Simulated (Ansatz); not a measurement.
Free-standing sheet of As, relaxed with PBE+D3(BJ):

```xyz
2
Lattice="3.5716 0.0000 0.0000 -1.7858 3.0931 0.0000 0.0000 0.0000 28.5742" Properties=species:S:1:pos:R:3 pbc="T T F"
As    0.0000    2.0621   13.5883
As    1.7858    1.0310   14.9859
```

Level of theory: Ansatz, DFT PBE+D3(BJ), scalar-relativistic, plane waves, PAW. Cutoff 420 eV; k points 9×9×1 on the computed 2-atom cell (Γ-centred); Gaussian smearing, width 0.02 eV; no spin polarisation. No periodic images along c.

For this level, the band gap on the sampled k points is 1.54 eV. The least direct gap is 2.05 eV, the ionisation potential from the Kohn-Sham band edge is 5.26 eV and the electron affinity from the Kohn-Sham band edge is 3.73 eV.

(1) What does r2SCAN give at the same atoms (9×9×1 mesh, 500 eV)?

(2) What does PBE+D3(BJ) with spin-orbit coupling give at the same atoms (9×9×1 mesh, 420 eV)?

(3) What does HSE06+D3(BJ) give at the same atoms (6×6×1 mesh, 420 eV)?

## Answers

(1) Band gap on the sampled k points 1.84 eV; least direct gap 2.51 eV; ionisation potential from the Kohn-Sham band edge 5.53 eV; electron affinity from the Kohn-Sham band edge 3.69 eV.

(2) Band gap on the sampled k points 1.41 eV; least direct gap 1.91 eV; ionisation potential from the Kohn-Sham band edge 5.14 eV; electron affinity from the Kohn-Sham band edge 3.73 eV.

(3) Band gap on the sampled k points 2.16 eV; least direct gap 2.83 eV; ionisation potential from the Kohn-Sham band edge 5.69 eV; electron affinity from the Kohn-Sham band edge 3.53 eV.